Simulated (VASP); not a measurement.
Wanted: the native input for a VASP 6.6.1 run.

| Property | Result |
| --- | --- |
| Task | single point |
| Functional | PBE |
| Potentials or basis | VASP PAW PBE potentials, release 64 (In_d) |
| Cutoff | 520 eV |
| k mesh | 9 × 9 × 1 |
| Occupations | fermi-dirac, width 0.05 eV |
| Spin | no spin polarisation |
| Dipole correction | yes |
| Further INCAR settings | ALGO = Normal; EDIFF = 1e-07; NBANDS = 26 |

The structure of In lies in POSCAR:

```
In
1.0
    3.3354847820      0.0000000000      0.0000000000
   -1.6677423910      2.8886145552      0.0000000000
    0.0000000000      0.0000000000     20.5091429200
In
3
Direct
    0.3333333300      0.6666666600      0.3656905620
    0.6666666700      0.3333333400      0.5000000000
    0.3333333300      0.6666666600      0.6343094380
```

The cell isn't the ideal one: the (0 0 1) slab of In, cut from the database cell, not relaxed.

These files were run (other wordings do the same):

INCAR

```
SYSTEM = In
PREC     = Accurate       ! precision mode
ENCUT    = 520            ! plane-wave cutoff, eV
EDIFF    = 1E-7           ! SCF threshold, eV
ISMEAR   = -1             ! smearing method
SIGMA    = 0.05           ! smearing width, eV
LREAL    = .False.        ! projectors in reciprocal space
LASPH    = .True.         ! aspherical terms in the spheres
NELM     = 80             ! most SCF steps
ALGO     = Normal         ! electronic algorithm
ISIF     = 2              ! what is computed and relaxed
LWAVE    = .False.        ! write WAVECAR
LCHARG   = .False.        ! write CHGCAR
LDIPOL   = .True.       
IDIPOL   = 3            
DIPOL    = 0.5 0.5 0.500
GGA      = PE             ! functional
NBANDS   = 26             ! bands
```

KPOINTS

```
Automatic mesh
0
Gamma
  9 9 1
  0 0 0
```

Potentials or basis: VASP PAW PBE potentials, release 64 (In_d).

Command:

```sh
$ cat potpaw_PBE.64/In_d/POTCAR > POTCAR
$ mpirun -np 1 vasp_std > vasp.out
```

Results of the run:

```yaml
Largest_force: 0.061 eV/Å
Band_gap_on_the_k_mesh: none (metal or under the smearing width)
```

Wall time 120 s on 1 thread of Intel(R) Xeon(R) Platinum 8259CL CPU @ 2.50GHz (Skylake/Cascade Lake), on a shared host, peak memory 0.34 GiB.
